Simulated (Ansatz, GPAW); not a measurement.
This is a calculation of Mg (Magnesium) for GPAW 26.7.0 (ASE script). 

File run.py:

```python
from ase.dft.bandgap import bandgap
from ase.io import read, write
from ase.units import GPa
from gpaw import GPAW, PW

atoms = read('Mg.xyz')

calc = GPAW(mode=PW(800),
            xc='PBE',
            kpts={'size': (10, 10, 5), 'gamma': True},
            occupations={'name': 'methfessel-paxton', 'order': 0, 'width': 0.026000000000000002},
            nbands=19,
            convergence={'density': 1e-05, 'energy': 1e-05},
            maxiter=150,
            txt='gpaw.txt')
atoms.calc = calc
energy = atoms.get_potential_energy()
forces = atoms.get_forces()
stress = atoms.get_stress()
calc.write('gs.gpw')
write('result.traj', atoms)
print(f'Energy: {energy:.6f} eV')
print('Forces (eV/A):')
print(forces.round(4))
print('Stress (GPa):', (stress / GPa).round(3))
print('Fermi level:', round(calc.get_fermi_level(), 4), 'eV')
print(f'Gap: {bandgap(calc)[0]:.4f} eV, direct: {bandgap(calc, direct=True)[0]:.4f} eV')
```

Mg.xyz

```xyz
2
Lattice="3.2093000000 0.0000000000 0.0000000000 -1.6046500000 2.7793353284 0.0000000000 0.0000000000 0.0000000000 5.2103000000" Properties=species:S:1:pos:R:3 pbc="T T T"
Mg     1.6046500002      0.9264451094      3.9077250000
Mg    -0.0000000002      1.8528902190      1.3025750000
```

Potentials or basis: GPAW PAW data sets (gpaw-data 1.2.1), pw.

Launch:

```bash
$ OMP_NUM_THREADS=1 python run.py
```

**Question.** Translate it to Ansatz 0.2.0. Potentials or basis there: all-electron LAPW, scalar-relativistic.

**Answer.** As run (cutoffs and basis follow the program's own potentials, and thresholds, step limits or extra output files can differ):

Contents of input.yaml:

```yaml
crystal:
  lattice:
    - [3.2093, 0.0, 0.0]
    - [-1.60465, 2.7793353284, 0.0]
    - [0.0, 0.0, 5.2103]
  atoms:
    - { symbol: Mg, position: [0.6666666667, 0.3333333333, 0.75] }
    - { symbol: Mg, position: [0.3333333333, 0.6666666667, 0.25] }
kpoints:
  mp_grid: { grid: [10, 10, 5] }
scf:
  occupations: { method: gaussian, width: 0.026 }
hamiltonian:
  xc: pbe
  pseudopotentials: { kind: all_electron, lapw: { basis_error: 0.001 } }
output:
  forces: true
  stress: true
  eigenvalues: true
```

Potentials or basis: all-electron LAPW, scalar-relativistic.

Launch:

```sh
$ ansatz run input.yaml --threads 1 --pin off --max-ram 3072MiB --backend cpu --events-out ev --progress --plain --runs-dir out
```

Both were run:

|  | GPAW | Ansatz |
| --- | --- | --- |
| Pressure | -0.5 GPa | -0.5 GPa |

Where Ansatz's input types no cutoff or centring, it takes its own default and a Γ-centred mesh.

Pressure is positive in compression.
